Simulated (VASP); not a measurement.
# BN (F-43m): a series in biaxial strain in the (001) plane

Wanted: the response of BN to biaxial strain in the (001) plane, as a table, with a fit that predicts a row left out.

Program: VASP 6.6.1. Level of theory: LDA; plane waves and PAW (B, N), in the first sound run; inputs show where later runs differ. Results are calculated unless marked as measured.

**1. Set-up**

The structure is cubic, space group F-43m (No. 216). The conventional cell has a = 3.616 Å, b = 3.616 Å, c = 3.616 Å, α = 90.00°, β = 90.00°, γ = 90.00°. Nearest to B lie 4 N at 1.57 Å. Nearest to N lie 4 B at 1.57 Å. Farther neighbours and most contacts between anions are not listed.

Structure file:

```xyz
2
Lattice="0.0000 1.8080 1.8080 1.8080 0.0000 1.8080 1.8080 1.8080 0.0000" Properties=species:S:1:pos:R:3 pbc="T T T"
B     0.0000    0.0000    0.0000
N     0.9040    0.9040    0.9040
```

**2. Relax the crystal, LDA**

The series starts from the cell that this level prefers, so that zero strain is near zero stress.

This step took 2 runs in a row; the last is shown.

Level: LDA; plane waves and PAW (B, N).

The input, INCAR:

```
SYSTEM = BN
PREC = Accurate
ENCUT = 600
EDIFF = 1E-07
NELM = 120
ISMEAR = 0
SIGMA = 0.02
LREAL = .FALSE.
ALGO = Normal
GGA = CA
NBANDS = 10
LASPH = .TRUE.
LORBIT = 11
LWAVE = .FALSE.
LCHARG = .FALSE.
KPAR = 8
IBRION = 2
NSW = 40
ISIF = 3
EDIFFG = -0.005
POTIM = 0.4
```

The input, POSCAR:

```
BN
1.0
    0.0000000000      1.7913124886      1.7913124886
    1.7913124886      0.0000000000      1.7913124886
    1.7913124886      1.7913124886      0.0000000000
B N
1 1
Direct
    0.0000000000      0.0000000000      0.0000000000
    0.2500000000      0.2500000000      0.2500000000
```

The input, KPOINTS:

```
Automatic mesh
0
Gamma
14 14 14
0 0 0
```

Potentials, in the order of the species: B and N (LDA family, release 64).

The run is started by

```console
> mpirun -np 8 vasp_std
```

What it wrote:

```text
[banner, memory and clock lines left out]
running    8 mpi-ranks, on    1 nodes
[...]
|                                                                             |
|           W    W    AA    RRRRR   N    N  II  N    N   GGGG   !!!           |
|           W    W   A  A   R    R  NN   N  II  NN   N  G    G  !!!           |
|           W    W  A    A  R    R  N N  N  II  N N  N  G       !!!           |
|           W WW W  AAAAAA  RRRRR   N  N N  II  N  N N  G  GGG   !            |
|           WW  WW  A    A  R   R   N   NN  II  N   NN  G    G                |
|           W    W  A    A  R    R  N    N  II  N    N   GGGG   !!!           |
|                                                                             |
|     For optimal performance we recommend to set                             |
|       NCORE = 2 up to number-of-cores-per-socket                            |
|     NCORE specifies how many cores store one orbital (NPAR=cpu/NCORE).      |
|     This setting can greatly improve the performance of VASP for DFT.       |
[...]
|     Unfortunately you need to use the default for GW and RPA                |
|     calculations (for HF NCORE is supported but not extensively tested      |
|     yet).                                                                   |
|                                                                             |

 LDA part: xc-table for (Slater(with rela. corr.)+CA(PZ))
 , standard interpolation
 POSCAR, INCAR and KPOINTS ok, starting setup
[...]
entering main loop
       N       E                     dE             d eps       ncg     rms          rms(c)
DAV:   1     0.109638735813E+02    0.10964E+02   -0.55379E+03  2114   0.887E+02
DAV:   2    -0.201365324263E+02   -0.31100E+02   -0.30342E+02  2490   0.172E+02
DAV:   3    -0.205964892827E+02   -0.45996E+00   -0.45904E+00  2446   0.185E+01
DAV:   4    -0.205971144821E+02   -0.62520E-03   -0.62518E-03  2254   0.767E-01
[...]
DAV:  10    -0.194164105011E+02    0.15730E-04   -0.44267E-05  2334   0.673E-02    0.138E-02
DAV:  11    -0.194164109778E+02   -0.47672E-06   -0.17733E-06  2318   0.968E-03    0.613E-03
DAV:  12    -0.194164109081E+02    0.69725E-07   -0.50014E-07  2238   0.445E-03
   1 F= -.19416411E+02 E0= -.19416411E+02  d E =-.194164E+02
[...]
reached required accuracy - stopping structural energy minimisation
```

It took 3.2 s on 8 MPI ranks of Intel Xeon Platinum 8259CL at 2.50GHz (Skylake/Cascade Lake), shared host; peak memory 0.91 GiB.

Lines that name or quote the potential files are left out of all logs, and their timing lines are given in words.

From OUTCAR (step 2):

```text
  Total        0.0020121      0.0020121      0.0020121     -0.0000000      0.0000000      0.0000000
  in kB        0.2804313      0.2804313      0.2804313     -0.0000000      0.0000000      0.0000000
  external PRESSURE =       0.2804313 kB  Pullay stress =       0.0000000 kB

 POSITION                                       TOTAL-FORCE (eV/Angst)
 -----------------------------------------------------------------------------------
      0.00000      0.00000      0.00000        -0.000000     -0.000000     -0.000000
      0.89566      0.89566      0.89566         0.000000      0.000000      0.000000
 -----------------------------------------------------------------------------------
    total drift:                               -0.000000     -0.000000     -0.000000

  FREE ENERGIE OF THE ION-ELECTRON SYSTEM (eV)
  ---------------------------------------------------
  free  energy   TOTEN  =       -19.4164109081 eV

  energy  without entropy=      -19.4164109081  energy(sigma->0) =      -19.41641091

 reached required accuracy - stopping structural energy minimisation

[... 3 further parts left out ...]
[key lines of the parts left out:]
E-fermi :   7.8891
```

Numbers from this step:

| Property | Result |
| --- | --- |
| energy(sigma→0) of the program | -19.4164 eV |
| stress, compression positive | xx, yy, zz 0.03, 0.03, 0.03 GPa |
| volume | 11.496 Å³ |
| ionic steps | 1 |

**3. Strain along the normal, LDA**

One member in full: the plane is strained by -1 %, and the strain along the normal is moved by secant steps until the normal stress is under 0.012 GPa or five steps are spent; the atoms relax at each step.

This step took 3 runs, each at a new trial strain with the atoms of the one before; the last is shown.

Level: LDA; plane waves and PAW (B, N); cell typed or built by script.

Changes to INCAR since step 2:

```diff
@@ -15,7 +15,7 @@
 LCHARG = .FALSE.
-KPAR = 8
-IBRION = 2
-NSW = 40
-ISIF = 3
-EDIFFG = -0.005
-POTIM = 0.4
+KPAR = 2
+IBRION = 1
+NSW = 25
+ISIF = 2
+EDIFFG = -0.004
+POTIM = 0.3
```

The input, POSCAR:

```
BN
1.0
    0.0000000000      1.7733993640      1.7997113970
    1.7733993640      0.0000000000      1.7997113970
    1.7733993640      1.7733993640      0.0000000000
B N
1 1
Direct
    0.0000000000      0.0000000000      0.0000000000
    0.2500000000      0.2500000000      0.2500000000
```

KPOINTS is that of step 2.

The run is started by

```console
> mpirun -np 2 vasp_std
```

What it wrote:

```text
[banner, memory and clock lines left out]
running    2 mpi-ranks, on    1 nodes
[...]
LDA part: xc-table for (Slater(with rela. corr.)+CA(PZ))
 , standard interpolation
 POSCAR, INCAR and KPOINTS ok, starting setup
[...]
entering main loop
       N       E                     dE             d eps       ncg     rms          rms(c)
DAV:   1     0.115457176754E+02    0.11546E+02   -0.55685E+03  4992   0.890E+02
DAV:   2    -0.201157019370E+02   -0.31661E+02   -0.30417E+02  5838   0.169E+02
DAV:   3    -0.206192556289E+02   -0.50355E+00   -0.50266E+00  5724   0.190E+01
DAV:   4    -0.206198413151E+02   -0.58569E-03   -0.58568E-03  5306   0.783E-01
[...]
DAV:  10    -0.194090928371E+02    0.15530E-04   -0.42737E-05  5480   0.665E-02    0.138E-02
DAV:  11    -0.194090932943E+02   -0.45712E-06   -0.17313E-06  5430   0.960E-03    0.607E-03
DAV:  12    -0.194090932239E+02    0.70392E-07   -0.48161E-07  5158   0.440E-03
   1 F= -.19409093E+02 E0= -.19409093E+02  d E =-.194091E+02
 BRION: g(F)=  0.139E-50 g(S)=  0.000E+00
 reached required accuracy - stopping structural energy minimisation
```

It took 11 s on 2 MPI ranks; peak memory 0.26 GiB.

From OUTCAR (step 3):

```text
  Total        0.6802112      0.6802112     -0.0000435      0.0000000     -0.0000000      0.0000000
  in kB       96.2738666     96.2738666     -0.0061635      0.0000000     -0.0000000      0.0000000
  external PRESSURE =      64.1805232 kB  Pullay stress =       0.0000000 kB

 POSITION                                       TOTAL-FORCE (eV/Angst)
 -----------------------------------------------------------------------------------
      0.00000      0.00000      0.00000         0.000000      0.000000      0.000000
      0.88670      0.88670      0.89986        -0.000000     -0.000000     -0.000000
 -----------------------------------------------------------------------------------
    total drift:                                0.000000      0.000000     -0.000001

  FREE ENERGIE OF THE ION-ELECTRON SYSTEM (eV)
  ---------------------------------------------------
  free  energy   TOTEN  =       -19.4090932239 eV

  energy  without entropy=      -19.4090932239  energy(sigma->0) =      -19.40909322

[... 1 part as in an earlier step ...]

[... 3 further parts left out ...]
[key lines of the parts left out:]
E-fermi :   8.1406
```

Read from the output:

* energy(sigma→0) of the program: -19.4091 eV
* stress, compression positive: xx, yy, zz 9.63, 9.63, 0.00 GPa
* ionic steps: 1

**4. Band edges, TB-mBJ**

Short lines in KPOINTS_OPT sample the zone centre along and across the normal of the plane, for masses, and the other valleys.

Level: TB-mBJ; plane waves and PAW (B, N); cell typed or built by script.

TB-mBJ has no energy functional, so the total energy, stress and pressure in this output mean nothing.

The input, INCAR:

```
SYSTEM = BN
PREC = Accurate
ENCUT = 600
EDIFF = 1E-06
NELM = 150
ISMEAR = 0
SIGMA = 0.02
LREAL = .FALSE.
ALGO = Normal
METAGGA = MBJ
LASPH = .TRUE.
NBANDS = 9
LWAVE = .FALSE.
LCHARG = .FALSE.
KPAR = 2
```

POSCAR is that of step 3.

The input, KPOINTS:

```
Automatic mesh
0
Gamma
11 11 11
0 0 0
```

The input, KPOINTS_OPT:

```
Line mode
6
Line-mode
Reciprocal
  0.00000000   0.00000000   0.00000000
  0.01432165   0.01432165   0.00000000

  0.00000000   0.00000000   0.00000000
  0.00000000  -0.01411226  -0.01411226

  0.31000000   0.31000000   0.00000000
  0.50000000   0.50000000   0.00000000

  0.00000000   0.31000000   0.31000000
  0.00000000   0.50000000   0.50000000

  0.45000000   0.45000000   0.45000000
  0.50000000   0.50000000   0.50000000

  0.45000000   0.00000000   0.00000000
  0.50000000   0.00000000   0.00000000

  0.42500000   0.42500000   0.00000000
  0.42500000   0.43911226   0.01411226

  0.50000000   0.50000000   0.50000000
  0.49002112   0.50997888   0.50000000
```

The run is started by

```console
> mpirun -np 2 vasp_std
```

What it wrote:

```text
[banner, memory and clock lines left out]
running    2 mpi-ranks, on    1 nodes
[...]
|                                                                             |
|               ----> ADVICE to this user running VASP <----                  |
|                                                                             |
|     You enforced a specific xc type in the INCAR file but a different       |
|     [... a line on the potential file left out ...]
|     I HOPE YOU KNOW WHAT YOU ARE DOING!                                     |
|                                                                             |

 LDA part: xc-table for (None), standard interpolation
 POSCAR, INCAR and KPOINTS ok, starting setup
[...]
entering main loop
       N       E                     dE             d eps       ncg     rms          rms(c)
DAV:   1     0.102517360415E+02    0.10252E+02   -0.57208E+03  2300   0.100E+03
DAV:   2    -0.209611621286E+02   -0.31213E+02   -0.30207E+02  2907   0.173E+02
DAV:   3    -0.213416346832E+02   -0.38047E+00   -0.38003E+00  2538   0.184E+01
DAV:   4    -0.213420834438E+02   -0.44876E-03   -0.44875E-03  2452   0.729E-01
[...]
DAV:  34    -0.187202505273E+02    0.17713E-05   -0.43834E-12  1140   0.256E-05    0.606E-06
DAV:  35    -0.187202464094E+02    0.41179E-05   -0.40731E-12  1140   0.196E-05    0.201E-06
DAV:  36    -0.187202466846E+02   -0.27525E-06   -0.27093E-12  1140   0.135E-05
   1 F= -.18720247E+02 E0= -.18720247E+02  d E =-.250026E-43
 Start KPOINTS_OPT (optional k-point list driver)
k-point batch [1-48\48]
       N       E                     dE             ncg
DAV:   1     0.247479854328E+04   -0.14088E+05      864
DAV:   2     0.842195972627E+03   -0.16326E+04     1132
DAV:   3     0.827525677856E+03   -0.14670E+02     1008
DAV:   4     0.827513029209E+03   -0.12649E-01     1024
DAV:   5     0.827513018211E+03   -0.10998E-04      970
DAV:   6     0.827513018198E+03   -0.12748E-07      829
```

It took 23 s on 2 MPI ranks; peak memory 0.28 GiB; 45 s of CPU time.

From OUTCAR (step 4):

```text
  LATTYP: Found a body centered tetragonal cell.
 ALAT       =     2.5079654321
 C/A-ratio  =     1.4351963340

 Subroutine GETGRP returns: Found  8 space group operations
 (whereof  8 operations were pure point group operations)

The static configuration has the point symmetry D_2d.

 Found    126 irreducible k-points:

   k-points           NKPTS =    126   k-points in BZ     NKDIM =    126   number of bands    NBANDS=      9

   dimension x,y,z NGX =    20 NGY =   20 NGZ =   20
   dimension x,y,z NGXF=    40 NGYF=   40 NGZF=   40

   ENCUT  =  600.0 eV  44.10 Ry    6.64 a.u.   5.05  5.05  5.01*2*pi/ulx,y,z

   NELECT =       8.0000    total number of electrons

 E-fermi :   8.2633

 k-point     1 :       0.0000    0.0000    0.0000
  band No.  band energies     occupation
      1     -13.0945      2.00000
      2       7.9127      2.00000
      3       8.0742      2.00000
      4       8.0742      2.00000
      5      18.4730      0.00000
      6      18.4730      0.00000
      7      18.5555      0.00000
      8      20.1767      0.00000
      9      35.2742      0.00000

 k-point     2 :       0.0909    0.0000    0.0000
  band No.  band energies     occupation
      1     -12.8909      2.00000
      2       6.9564      2.00000
      3       7.7615      2.00000
      4       7.8776      2.00000
      5      18.6856      0.00000
      6      18.8163      0.00000
      7      18.8964      0.00000
      8      20.8779      0.00000
      9      33.9429      0.00000

  Total       -4.5476220     -4.5476220     -5.3762340      0.0000000     -0.0000000      0.0000000
  in kB     -643.6488315   -643.6488315   -760.9266328      0.0000000     -0.0000000      0.0000000
  external PRESSURE =    -682.7414319 kB  Pullay stress =       0.0000000 kB

 POSITION                                       TOTAL-FORCE (eV/Angst)
 -----------------------------------------------------------------------------------
      0.00000      0.00000      0.00000         0.000000      0.000000      0.000000
      0.88670      0.88670      0.89986        -0.000000     -0.000000     -0.000000
 -----------------------------------------------------------------------------------
    total drift:                               -0.000001     -0.000001     -0.000002

  FREE ENERGIE OF THE ION-ELECTRON SYSTEM (eV)
  ---------------------------------------------------
  free  energy   TOTEN  =       -18.7202466846 eV

  energy  without entropy=      -18.7202466846  energy(sigma->0) =      -18.72024668

[... 1 part as in an earlier step ...]

[... 7 further parts left out ...]
```

(Continued in part 2 of 2.)

[Lines on the potential files, build, host, timing and source positions are cut from VASP's logs without a mark.]

[Logs are printed without paths, hosts, clocks, repeated set-up lines and the standing remarks that a program may print on its own settings, such as how far it seeks lower states.]

[Hosts, paths, dates, database ids (printed as entryN), source tags and the programs' standing remarks are cut or masked in the printed files.]

[In band tables of VASP the shares of atoms and orbitals are scaled to a sum of 1 inside the atoms' spheres.]
